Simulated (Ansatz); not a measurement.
Crystal: In.

```
In
1.0
    -1.62547    1.62547    2.47370
     1.62547   -1.62547    2.47370
     1.62547    1.62547   -2.47370
In
1
Direct
  0.00000 0.00000 0.00000
```

```yaml
Program: Ansatz 0.2.0
Task: relaxation of cell and atoms
Functional: HSE06
Potentials_or_basis: Ansatz PAW
Cutoff: "420 eV (not typed: the program's choice for these potentials)"
k_mesh: 6 × 6 × 6
Occupations: fermi-dirac, width 0.05 eV
Spin: no spin polarisation
```

At the start: volume 26.14 Å³/atom.

**Question.** How do energy, volume and symmetry change on relaxing?

**Answer.** It ends after 6 steps and the volume is 25.91 Å³/atom (-0.9 %); space group I4/mmm (No. 139, to 0.05 Å).

Step by step:
```tsv
step	energy change (eV)	largest force (eV/Å)	volume (Å³)
1	0.0000	0.0000	26.14
2	-0.0060	0.0000	26.18
3	-0.0088	0.0000	25.97
4	-0.0093	0.0000	25.89
5	-0.0093	0.0000	25.91
6	-0.0093	0.0000	25.91
```

Final structure:
```cif
data_structure
_symmetry_space_group_name_H-M 'P 1'
_symmetry_Int_Tables_number 1
_cell_length_a 3.3366
_cell_length_b 3.3366
_cell_length_c 3.3366
_cell_angle_alpha 120.875
_cell_angle_beta 120.875
_cell_angle_gamma 88.491
_cell_volume 25.91
loop_
_atom_site_label
_atom_site_type_symbol
_atom_site_fract_x
_atom_site_fract_y
_atom_site_fract_z
_atom_site_occupancy
In1 In 0.00000 0.00000 0.00000 1
```

Caveat: the k mesh is coarse (spacing up to 0.46 Å⁻¹), so the values aren't converged, least of all with exact exchange; the plane-wave basis is chosen anew once the cell has moved, so the energies of steps on either side of that aren't comparable; the PAW data sets come from PBE, with cores solved anew for the run's functional, which leaves a small shift of forces and pressure.
